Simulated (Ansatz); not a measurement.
Runs of Ansatz 0.2.0 on Sb. Symmetry: Im-3m, No. 229, cubic system. Conventional cell: a = 3.743 Å, b = 3.743 Å, c = 3.743 Å, α = 90.00°, β = 90.00°, γ = 90.00°. Sb (site symmetry m-3m) has 8 Sb at 3.24 Å as nearest neighbours. This isn't the form of Sb at room conditions, which is rhombohedral.

```csv
task,level,spin,cell,k mesh,cutoff (eV),points for each segment of the path,gap on the mesh (eV),pressure (GPa),relaxed volume (Å³/atom)
relaxation of cell and atoms,RPBE+D3(BJ),off,relaxed,10 × 10 × 10,420,-,none,0.0,(a)
band structure,r2SCAN,"SOC, no magnetisation",as given,7 × 7 × 7,500,14,none,1.8,-
relaxation of cell and atoms,PBEsol+D4,off,relaxed,10 × 10 × 10,420,-,none,0.0,25.46
relaxation of cell and atoms,PBEsol+D3(BJ),off,relaxed,10 × 10 × 10,420,-,none,0.0,24.93
```

Alike in all rows: potentials or basis Ansatz PAW; smearing fermi-dirac 0.05 eV.

Question: Fill in the values left out.

Answer: (a) 19.80.

Caveats: the PAW data sets come from PBE, with cores solved anew for the run's functional, which leaves a small shift of forces and pressure; the plane-wave basis is chosen anew once the cell has moved, so the energies of steps on either side of that aren't comparable (some runs); pairwise dispersion overbinds metals, which lowers pressure and volume (some runs); the volume moved by over 15 % at a fixed basis, so the end points are rough (some runs).

A k mesh can miss the band edges, and rows without SOC leave out spin-orbit coupling on Sb.

A gap of «none» marks a metal or a gap under the smearing width.

Runs at the PBE level aren't shown here.
